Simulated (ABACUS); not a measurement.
Runs of ABACUS 3.10.1 on Si2Mo. Symmetry: I4/mmm, No. 139, tetragonal system. The conventional cell has a = 3.200 Å, b = 3.200 Å, c = 7.861 Å, α = 90.00°, β = 90.00°, γ = 90.00°. Mo (site symmetry 4/mmm) is surrounded by 10 Si at 2.62 Å. Si (site symmetry 4mm) is surrounded by 5 Si at 2.61 to 2.63 Å and 5 Mo at 2.62 Å. 

| task | level | potentials or basis | cell | k mesh | cutoff (eV) | radial cutoff of the potentials (pseudo_rcut) | SCF threshold on the density | eigensolver | symmetry key | max steps of the relaxation | gap on the mesh (eV) | pressure (GPa) | V0 of scaled cells (Å³/atom) | B0 (GPa) | largest force (eV/Å) |
| --- | --- | --- | --- | --- | --- | --- | --- | --- | --- | --- | --- | --- | --- | --- | --- |
| equation of state | PBE | PseudoDojo NC SR 0.4.1 PBE standard, DZP LCAO (the cutoffs set its grid) | as given | 12 × 12 × 12 | 1361 | 10 bohr | 1e-07 | genelpa | 1 | - | - | - | 13.62 | 203 | - |
| equation of state | PBE | PseudoDojo NC SR 0.4.1 PBE standard, TZDP LCAO (the cutoffs set its grid) | as given | 12 × 12 × 12 | 1361 | 10 bohr | 1e-07 | genelpa | 1 | - | - | - | 13.58 | (b) | - |
| relaxation of cell and atoms | LDA | PseudoDojo NC SR 0.4.1 LDA standard, plane waves | relaxed | 10 × 10 × 10 | 1102 | 7 bohr | 1e-08 | dav | 1 | 60 | none | 0.0 | - | - | - |
| single point | PBE | PseudoDojo NC SR 0.4.1 PBE standard, TZDP LCAO (the cutoffs set its grid) | as given | 12 × 12 × 12 | 1361 | 10 bohr | 1e-07 | genelpa | 1 | - | none | 2.5 | - | - | 0.27 |
| equation of state | PBE | PseudoDojo NC SR 0.4.1 PBE standard, plane waves | as given | 12 × 12 × 12 | 1102 | 10 bohr | 1e-08 | dav | 1 | - | - | - | (a) | 208 | - |
| equation of state | PBEsol | PseudoDojo NC SR 0.4.1 PBEsol standard, plane waves | as given | 12 × 12 × 12 | 1102 | 7 bohr | 1e-08 | dav | 1 | - | - | - | 13.25 | (c) | - |
| single point | LDA | PseudoDojo NC SR 0.4.1 LDA standard, plane waves | as given | 10 × 10 × 10 | 1102 | 7 bohr | 1e-08 | dav | 1 | - | none | -6.1 | - | - | 0.39 |
| single point | PBE | PseudoDojo NC SR 0.4.1 PBE standard, DZP LCAO (the cutoffs set its grid) | as given | 12 × 12 × 12 | 1361 | 10 bohr | 1e-07 | genelpa | 1 | - | none | 3.2 | - | - | 0.26 |
| single point | PBEsol | PseudoDojo NC SR 0.4.1 PBEsol standard, plane waves | as given | 12 × 12 × 12 | 1102 | 7 bohr | 1e-08 | dav | 1 | - | none | -2.7 | - | - | 0.32 |
| single point | PBE | PseudoDojo NC SR 0.4.1 PBE standard, plane waves | as given | 12 × 12 × 12 | 1102 | 10 bohr | 1e-08 | dav | 1 | - | none | 2.3 | - | - | (d) |

Alike in all rows: no spin polarisation; smearing fermi-dirac 0.05 eV.

Task: Estimate the missing entries.

Result: (a) 13.56; (b) 207; (c) 222; (d) 0.28.

Caveats: the atomic orbitals were generated for these runs and aren't a published set (some runs); the cell was scaled at fixed shape and fractional positions, which overstates the stiffness of a crystal with free parameters, most of all of layers and chains (some runs); the basis of atomic orbitals isn't converged, which shifts pressures, moduli and gaps (some runs); there are fewer bands than atomic start orbitals, so a level may be missed at k points of high symmetry (some runs).

A k mesh can miss the band edges, and the runs leave out spin-orbit coupling on Mo.

A gap of «none» marks a metal or a gap under the smearing width.

Not every run made on this cell is shown here.
